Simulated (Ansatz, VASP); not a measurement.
## One calculation of KBr, two programs

```xyz
2
Lattice="0.0000 3.3022 3.3022 3.3022 0.0000 3.3022 3.3022 3.3022 0.0000" Properties=species:S:1:pos:R:3 pbc="T T T"
K     0.0000    0.0000    0.0000
Br    3.3022    3.3022    3.3022
```

Alike in both runs: task single point; functional LDA; k mesh 6 × 6 × 6; no spin polarisation.

|  | VASP | Ansatz |
| --- | --- | --- |
| version | VASP 6.6.1 | Ansatz 0.2.0 |
| potentials or method | VASP PAW LDA potentials, release 64 (K_sv, Br) | plane waves, PAW |
| plane-wave cutoff (eV) | 520 | 420 |
| occupations | gaussian, width 0.01 eV | fixed |
| valence electrons in the cell | 16 | 16 |

```tsv
	VASP	Ansatz	Ansatz less VASP
gap on the k mesh at the Fermi level (eV)	4.03	4.03	-0.008
pressure (GPa)	-1.6	-1.7	-0.05
```

Expect the measured gap to be larger: semilocal functionals such as LDA lack the derivative discontinuity.
